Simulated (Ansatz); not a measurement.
Ionic part of the dielectric constant of MgO at -3 GPa, mode by mode

Theory: DFT PBEsol, scalar-relativistic, plane waves, PAW in Ansatz. Settings: 420 eV plane-wave cutoff, Γ-centred 10×10×10 mesh, fixed occupations. No spin polarisation. Phonons by linear response, acoustic sum rule imposed.

The structure is cubic, space group Fm-3m (No. 225). Conventional cell: a = 4.242 Å, b = 4.242 Å, c = 4.242 Å, α = 90.00°, β = 90.00°, γ = 90.00°. Mg (site symmetry m-3m) is surrounded by 6 O at 2.12 Å. O (site symmetry m-3m) is surrounded by 6 Mg at 2.12 Å.

The primitive cell has V = 19.08 Å³ and ε∞,xx = 3.270. Each polar mode adds Δε = (4.92064×10⁷/V)·S/ν² along x, with S its oscillator strength in e²/amu, ν in cm⁻¹ and V in Å³.

Q: From these modes, find each Δε and ε0,xx.
```json
{"ν (cm⁻¹)": "369.2", "S_xx (e²/amu)": "0.41"}
```

A:
```
ν (cm⁻¹)    Δε
   369.2  7.76
```

The sum is 7.756, so ε0,xx = 11.03; the run's tensor has 11.03.

Q: Where do the longitudinal modes lie for a wave vector along x?

A: At 678 cm⁻¹. The Lyddane–Sachs–Teller product Π(ν_LO/ν_TO)² = 3.37 matches ε0/ε∞ = 3.37.

Cost: 1 run of about 0.25 core-minutes, on Intel Xeon Platinum 8259CL (Skylake/Cascade Lake) (shared hosts).

The lattice supplies most of the static response: the single polar mode at 369.2 cm⁻¹ contributes 7.76, against an electronic part of 3.270. This is typical of a strongly ionic, wide-gap oxide, where tightly bound valence electrons polarise weakly while the oppositely charged sublattices move easily against each other. The oscillator strength, taken with the reduced mass of the Mg–O pair, implies a Born effective charge close to the formal ionic value, so the large lattice term reflects a fairly soft transverse mode rather than an anomalous dynamical charge of the kind found in ferroelectric perovskites. The same charge produces the macroscopic field that lifts the longitudinal mode to 678 cm⁻¹.

The electronic part lies somewhat above the measured value for unstrained MgO, probably mainly because a semilocal functional makes the electrons too polarisable. Tension is expected to weaken the short-range repulsion that stiffens the transverse mode, and so to raise the static constant, but a single volume cannot show how large that effect is.
